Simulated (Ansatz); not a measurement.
**Lithium, bcc under LDA: testing the Fermi-Dirac smearing**

A convergence test of the Fermi-Dirac smearing width. The geometry was relaxed under LDA beforehand and stays fixed; 6 values are run, from 0.01 to 1.0 eV. Wanted are the values from which on the energy stays within 10 and 1 meV/atom, and the pressure within 0.5 GPa, of the narrowest run. Within the series other settings stay, but some runs also write fields, which adds to their time. Spin polarisation is left out.

Program: Ansatz 0.2.0. Level of theory: DFT LDA, plane waves with PAW, scalar-relativistic. These are calculated values, not measurements.

## Step 1: The starting structure

Symmetry: Im-3m, No. 229, cubic system. The conventional cell has a = 3.363 Å, b = 3.363 Å, c = 3.363 Å, α = 90.00°, β = 90.00°, γ = 90.00°. Around Li (site symmetry m-3m) lie 8 Li at 2.91 Å.

Coordinates:

```
CELL_PARAMETERS angstrom
-1.68163 1.68163 1.68163
1.68163 -1.68163 1.68163
1.68163 1.68163 -1.68163
ATOMIC_POSITIONS crystal
Li 0.00000 0.00000 0.00000
```

## Step 2: Width 0.01 eV

The run at 0.01 eV.

input.yaml reads:

```yaml
crystal:
  lattice:
    - [-1.6816320888, 1.6816320888, 1.6816320888]
    - [1.6816320888, -1.6816320888, 1.6816320888]
    - [1.6816320888, 1.6816320888, -1.6816320888]
  atoms:
    - { symbol: Li, position: [0.0, 0.0, 0.0] }
hamiltonian:
  xc: lda
  pseudopotentials:
    kind: paw
    azcp:
      Li: "pseudopotentials/Li.paw.azcp"
basis:
  ecutwfc: 420
  fft_grid_basis: typed
kpoints:
  mp_grid: { grid: [13, 13, 13], shift: [0, 0, 0] }
magnetization:
  spin_polarized: false
scf:
  occupations: { method: fermi_dirac, width: 0.01 }
  lower_state_search: "off"
output:
  stress: true
```

The run is started by

```console
> ansatz run input.yaml --threads 2 --pin off --max-ram 5120MiB --backend cpu --events-out ev --progress --plain --runs-dir out
```

Log (excerpt; [...] marks lines left out):

```text
Warning: <dir> the record states the generating functional pbe (its physics header spells it `PBE`), which answers neither for hamiltonian.xc's functional nor for the lda family's — results may be inconsistent (PPs are generated against a specific XC)
Warning: RAYON_NUM_THREADS=2 ignored (pool sized by the plan → 2); use --threads N
[...]
Pseudopotentials: kind: paw
Pseudopotential: Li, paw, valence charge 3, recommended cutoff 420 eV (normal), <dir>
Functional definition: SPW92
[...]
Crystal: 1 atoms, lattice volume = 19.022 Å³
Basis set: ecut = 420 eV, 369 PW (Γ)
Bands: 6, of which v1, the nominal top of the filled ones, is band 2 counted from 1 (1 counted from 0)
Symmetry: 48 space group operations
Space group: Im-3m (ITA 229), of the structure as read, at distance tolerance 2.7e-5 Å
k-points: 84 of 2197
[...]
SCF iter   1: F=—  HF=-201.645656 eV  |F-HF|=—  |Δ(HF+E_count)|=         —  Δρ=4.54e-3  dr2=1.06e-3  ethr=1.77e-3  ⟨swp⟩=4.1  Hψ=4108  notcnv=0
[...]
SCF iter   6: F=-201.641303 eV  HF=-201.641303 eV  |F-HF|=5.68e-14  |Δ(HF+E_count)|=  1.14e-12  Δρ=2.21e-9  dr2=2.87e-16  ethr=1.00e-12  ⟨swp⟩=1.0  Hψ=1188  notcnv=0
[...]
SCF converged after 6 iterations
Free energy (F): -201.641303 eV
[...]
E sigma→0 (E₀):  -201.641171 eV
Entropy (-TS):   -0.000264 eV (-0.264 meV/atom)
Fermi energy:    1.145323 eV
[...]
--- Stress (GPa, compression-positive) ---
       -0.039366       0.000000       0.000000
        0.000000      -0.039366      -0.000000
        0.000000       0.000000      -0.039366
  P = ⅓ Tr σ = -0.0394 GPa (-0.394 kbar)
```

Run time: 0.62 s. Hardware: 2 threads of Intel Xeon Platinum 8259CL at 2.50GHz (Skylake/Cascade Lake), shared host; peak memory 0.31 GiB.

## Step 3: Width 0.03 eV

The run at 0.03 eV.

Edit input.yaml of step 2 so:

```diff
@@ -21,3 +21,3 @@
 scf:
-  occupations: { method: fermi_dirac, width: 0.01 }
+  occupations: { method: fermi_dirac, width: 0.03 }
   lower_state_search: "off"
```

The run is started by

```console
> ansatz run input.yaml --threads 2 --pin off --max-ram 5120MiB --backend cpu --events-out ev --progress --plain --runs-dir out
```

Log (excerpt; [...] marks lines left out):

```text
Warning: <dir> the record states the generating functional pbe (its physics header spells it `PBE`), which answers neither for hamiltonian.xc's functional nor for the lda family's — results may be inconsistent (PPs are generated against a specific XC)
Warning: RAYON_NUM_THREADS=2 ignored (pool sized by the plan → 2); use --threads N
[...]
[... 3 set-up lines as earlier in the session ...]
[...]
Crystal: 1 atoms, lattice volume = 19.022 Å³
Basis set: ecut = 420 eV, 369 PW (Γ)
Bands: 6, of which v1, the nominal top of the filled ones, is band 2 counted from 1 (1 counted from 0)
[... 2 set-up lines as earlier in the session ...]
k-points: 84 of 2197
[...]
SCF iter   1: F=—  HF=-201.646328 eV  |F-HF|=—  |Δ(HF+E_count)|=         —  Δρ=4.54e-3  dr2=1.06e-3  ethr=1.77e-3  ⟨swp⟩=4.0  Hψ=3973  notcnv=0
[...]
SCF iter   6: F=-201.641971 eV  HF=-201.641971 eV  |F-HF|=0.00e0  |Δ(HF+E_count)|=  2.22e-12  Δρ=2.28e-9  dr2=3.02e-16  ethr=1.00e-12  ⟨swp⟩=1.0  Hψ=1206  notcnv=0
[...]
SCF converged after 6 iterations
Free energy (F): -201.641971 eV
[...]
E sigma→0 (E₀):  -201.641337 eV
Entropy (-TS):   -0.001269 eV (-1.269 meV/atom)
Fermi energy:    1.160513 eV
[...]
--- Stress (GPa, compression-positive) ---
       -0.042807      -0.000000       0.000000
        0.000000      -0.042807      -0.000000
        0.000000      -0.000000      -0.042807
  P = ⅓ Tr σ = -0.0428 GPa (-0.428 kbar)
```

Run time: 0.52 s. Hardware: 2 threads of Intel Xeon Platinum 8259CL at 2.50GHz (Skylake/Cascade Lake), shared host; peak memory 0.31 GiB.

## Step 4: Width 0.2 eV

The run at 0.2 eV.

Edit input.yaml of step 3 so:

```diff
@@ -21,3 +21,3 @@
 scf:
-  occupations: { method: fermi_dirac, width: 0.03 }
+  occupations: { method: fermi_dirac, width: 0.2 }
   lower_state_search: "off"
```

The run is started by

```console
> ansatz run input.yaml --threads 2 --pin off --max-ram 5120MiB --backend cpu --events-out ev --progress --plain --runs-dir out
```

Log (excerpt; [...] marks lines left out):

```text
Warning: <dir> the record states the generating functional pbe (its physics header spells it `PBE`), which answers neither for hamiltonian.xc's functional nor for the lda family's — results may be inconsistent (PPs are generated against a specific XC)
Warning: RAYON_NUM_THREADS=2 ignored (pool sized by the plan → 2); use --threads N
[...]
[... 3 set-up lines as earlier in the session ...]
[...]
Crystal: 1 atoms, lattice volume = 19.022 Å³
Basis set: ecut = 420 eV, 369 PW (Γ)
Bands: 6, of which v1, the nominal top of the filled ones, is band 2 counted from 1 (1 counted from 0)
[... 2 set-up lines as earlier in the session ...]
k-points: 84 of 2197
[...]
SCF iter   1: F=—  HF=-201.676103 eV  |F-HF|=—  |Δ(HF+E_count)|=         —  Δρ=4.60e-3  dr2=1.08e-3  ethr=1.77e-3  ⟨swp⟩=3.8  Hψ=3801  notcnv=0
[...]
SCF iter   6: F=-201.671697 eV  HF=-201.671697 eV  |F-HF|=0.00e0  |Δ(HF+E_count)|=  2.76e-12  Δρ=1.67e-9  dr2=2.59e-16  ethr=1.00e-12  ⟨swp⟩=1.0  Hψ=1260  notcnv=0
[...]
SCF converged after 6 iterations
Free energy (F): -201.671697 eV
[...]
E sigma→0 (E₀):  -201.640991 eV
Entropy (-TS):   -0.061412 eV (-61.412 meV/atom)
Fermi energy:    1.107848 eV
[...]
--- Stress (GPa, compression-positive) ---
        0.049395      -0.000000      -0.000000
       -0.000000       0.049395      -0.000000
        0.000000       0.000000       0.049395
  P = ⅓ Tr σ = 0.0494 GPa (0.494 kbar)
```

It took 0.58 s on 2 threads of Intel Xeon Platinum 8259CL at 2.50GHz (Skylake/Cascade Lake), shared host; peak memory 0.32 GiB.

## Step 5: Width 0.3 eV

The run at 0.3 eV.

Edit input.yaml of step 4 so:

```diff
@@ -21,3 +21,3 @@
 scf:
-  occupations: { method: fermi_dirac, width: 0.2 }
+  occupations: { method: fermi_dirac, width: 0.3 }
   lower_state_search: "off"
```

The run is started by

```console
> ansatz run input.yaml --threads 2 --pin off --max-ram 5120MiB --backend cpu --events-out ev --progress --plain --runs-dir out
```

Log (excerpt; [...] marks lines left out):

```text
Warning: <dir> the record states the generating functional pbe (its physics header spells it `PBE`), which answers neither for hamiltonian.xc's functional nor for the lda family's — results may be inconsistent (PPs are generated against a specific XC)
Warning: RAYON_NUM_THREADS=2 ignored (pool sized by the plan → 2); use --threads N
[...]
[... 3 set-up lines as earlier in the session ...]
[...]
Crystal: 1 atoms, lattice volume = 19.022 Å³
Basis set: ecut = 420 eV, 369 PW (Γ)
Bands: 6, of which v1, the nominal top of the filled ones, is band 2 counted from 1 (1 counted from 0)
[... 2 set-up lines as earlier in the session ...]
k-points: 84 of 2197
[...]
SCF iter   1: F=—  HF=-201.713945 eV  |F-HF|=—  |Δ(HF+E_count)|=         —  Δρ=4.67e-3  dr2=1.10e-3  ethr=1.77e-3  ⟨swp⟩=4.0  Hψ=3790  notcnv=0
[...]
SCF iter   6: F=-201.709478 eV  HF=-201.709478 eV  |F-HF|=0.00e0  |Δ(HF+E_count)|=  9.38e-13  Δρ=1.63e-9  dr2=3.93e-16  ethr=1.00e-12  ⟨swp⟩=1.0  Hψ=1262  notcnv=0
[...]
SCF converged after 6 iterations
Free energy (F): -201.709478 eV
[...]
E sigma→0 (E₀):  -201.642668 eV
Entropy (-TS):   -0.133620 eV (-133.620 meV/atom)
Fermi energy:    1.084876 eV
[...]
--- Stress (GPa, compression-positive) ---
        0.148351       0.000000      -0.000000
        0.000000       0.148351       0.000000
       -0.000000       0.000000       0.148351
  P = ⅓ Tr σ = 0.1484 GPa (1.484 kbar)
```

Run time: 0.54 s. Hardware: 2 threads of Intel Xeon Platinum 8259CL at 2.50GHz (Skylake/Cascade Lake), shared host; peak memory 0.31 GiB.

## Step 6: Width 0.6 eV

The run at 0.6 eV.

Edit input.yaml of step 5 so:

```diff
@@ -21,3 +21,3 @@
 scf:
-  occupations: { method: fermi_dirac, width: 0.3 }
+  occupations: { method: fermi_dirac, width: 0.6 }
   lower_state_search: "off"
```

The run is started by

```console
> ansatz run input.yaml --threads 2 --pin off --max-ram 5120MiB --backend cpu --events-out ev --progress --plain --runs-dir out
```

Log (excerpt; [...] marks lines left out):

```text
Warning: <dir> the record states the generating functional pbe (its physics header spells it `PBE`), which answers neither for hamiltonian.xc's functional nor for the lda family's — results may be inconsistent (PPs are generated against a specific XC)
Warning: RAYON_NUM_THREADS=2 ignored (pool sized by the plan → 2); use --threads N
band count auto-derived: 7 (N_el = 3.0; filled up to band 2; 6 by the electrons, moments and atoms)
[...]
[... 3 set-up lines as earlier in the session ...]
[...]
Crystal: 1 atoms, lattice volume = 19.022 Å³
Basis set: ecut = 420 eV, 369 PW (Γ)
Bands: 7, of which v1, the nominal top of the filled ones, is band 2 counted from 1 (1 counted from 0)
[... 2 set-up lines as earlier in the session ...]
k-points: 84 of 2197
[...]
SCF iter   1: F=—  HF=-201.899658 eV  |F-HF|=—  |Δ(HF+E_count)|=         —  Δρ=4.95e-3  dr2=1.20e-3  ethr=1.77e-3  ⟨swp⟩=4.2  Hψ=4004  notcnv=0
[...]
SCF iter   6: F=-201.894973 eV  HF=-201.894973 eV  |F-HF|=0.00e0  |Δ(HF+E_count)|=  8.53e-13  Δρ=3.85e-9  dr2=1.35e-15  ethr=1.00e-12  ⟨swp⟩=1.0  Hψ=1433  notcnv=0
[...]
SCF converged after 6 iterations
Free energy (F): -201.894973 eV
[...]
E sigma→0 (E₀):  -201.662744 eV
Entropy (-TS):   -0.464459 eV (-464.459 meV/atom)
Fermi energy:    1.042040 eV
[...]
--- Stress (GPa, compression-positive) ---
        0.615312       0.000000       0.000000
        0.000000       0.615312       0.000000
       -0.000000      -0.000000       0.615312
  P = ⅓ Tr σ = 0.6153 GPa (6.153 kbar)
```

It took 0.53 s on 2 threads of Intel Xeon Platinum 8259CL at 2.50GHz (Skylake/Cascade Lake), shared host; peak memory 0.31 GiB.

## Step 7: Width 1.0 eV

The run at 1.0 eV.

Edit input.yaml of step 6 so:

```diff
@@ -21,3 +21,3 @@
 scf:
-  occupations: { method: fermi_dirac, width: 0.6 }
+  occupations: { method: fermi_dirac, width: 1.0 }
   lower_state_search: "off"
@@ -25 +25,5 @@
   stress: true
+  write_density: true
+  write_potential: true
+  elf: true
+  volumetric_format: npy
```

The run is started by

```console
> ansatz run input.yaml --threads 2 --pin off --max-ram 5120MiB --backend cpu --events-out ev --progress --plain --runs-dir out
```

Log (excerpt; [...] marks lines left out):

```text
Warning: <dir> the record states the generating functional pbe (its physics header spells it `PBE`), which answers neither for hamiltonian.xc's functional nor for the lda family's — results may be inconsistent (PPs are generated against a specific XC)
Warning: RAYON_NUM_THREADS=2 ignored (pool sized by the plan → 2); use --threads N
band count auto-derived: 8 (N_el = 3.0; filled up to band 2; 6 by the electrons, moments and atoms)
[...]
[... 3 set-up lines as earlier in the session ...]
[...]
Crystal: 1 atoms, lattice volume = 19.022 Å³
Basis set: ecut = 420 eV, 369 PW (Γ)
Bands: 8, of which v1, the nominal top of the filled ones, is band 2 counted from 1 (1 counted from 0)
[... 2 set-up lines as earlier in the session ...]
k-points: 84 of 2197
[...]
SCF iter   1: F=—  HF=-202.279618 eV  |F-HF|=—  |Δ(HF+E_count)|=         —  Δρ=5.33e-3  dr2=1.38e-3  ethr=1.77e-3  ⟨swp⟩=4.3  Hψ=4238  notcnv=0
[...]
SCF iter   6: F=-202.274697 eV  HF=-202.274697 eV  |F-HF|=0.00e0  |Δ(HF+E_count)|=  2.84e-12  Δρ=6.95e-9  dr2=3.25e-15  ethr=1.00e-12  ⟨swp⟩=2.8  Hψ=1961  notcnv=0
[...]
SCF converged after 6 iterations
Free energy (F): -202.274697 eV
[...]
E sigma→0 (E₀):  -201.717746 eV
Entropy (-TS):   -1.113903 eV (-1113.903 meV/atom)
Fermi energy:    0.969038 eV
[...]
--- Stress (GPa, compression-positive) ---
        1.686229       0.000000       0.000000
       -0.000000       1.686229      -0.000000
        0.000000       0.000000       1.686229
  P = ⅓ Tr σ = 1.6862 GPa (16.862 kbar)
--- Band table (eV; the first three rows and the last of 84) ---
  k-point 0: bands = ["-44.4086", "-2.4732", "16.1077", "16.1077", "16.1077", "21.2701", "21.2701", "21.2701"]
[...]
```

Wall time 0.95 s (2 threads of Intel Xeon Platinum 8259CL at 2.50GHz (Skylake/Cascade Lake), shared host); peak memory 0.32 GiB.

## Step 8: All values side by side

Differences are taken from the run at 0.01 eV.

| smearing (eV) | F (meV/atom) | E(σ → 0) (meV/atom) | P (GPa) | SCF cycles | CPU time |
| --- | --- | --- | --- | --- | --- |
| 0.01 | 0.00 | 0.00 | -0.04 | 6 | 1 s |
| 0.03 | -0.67 | -0.17 | -0.04 | 6 | 0.86 s |
| 0.2 | -30.39 | 0.18 | 0.05 | 6 | 0.93 s |
| 0.3 | -68.18 | -1.50 | 0.15 | 6 | 0.87 s |
| 0.6 | -253.67 | -21.57 | 0.62 | 6 | 0.85 s |
| 1.0 | -633.39 | -76.57 | 1.69 | 6 | 1.6 s |

## Step 9: What came out

| quantity | value |
| --- | --- |
| E(σ → 0) stays within 10 meV/atom of 0.01 eV | up to 0.3 eV |
| E(σ → 0) stays within 1 meV/atom | up to 0.2 eV |
| pressure stays within 0.5 GPa | up to 0.3 eV |
| pressure at 0.01 eV | -0.04 GPa |
| energy of a separate run on a finer mesh (22×22×22) | +1.0 meV/atom from 0.01 eV |

At 1.0 eV the energy differs by -76.6 meV/atom and the pressure by +1.7 GPa. The free energy F moves by -633.4 meV/atom over the range, and the estimate for σ → 0 by -76.6. With this scheme F falls about as the square of the width. The mesh (13×13×13) is fixed, so the narrowest widths carry a k-point error of their own. The yardstick itself is unsettled by 1.0 meV/atom against the finer mesh, so the thresholds above hold only within this series, and wider smearing, which averages over more states, can land nearer the fine-mesh value than the narrowest does. The cell taken over is 12 % smaller than the measured one (21.61 Å³/atom, COD), which weighs on all values here.
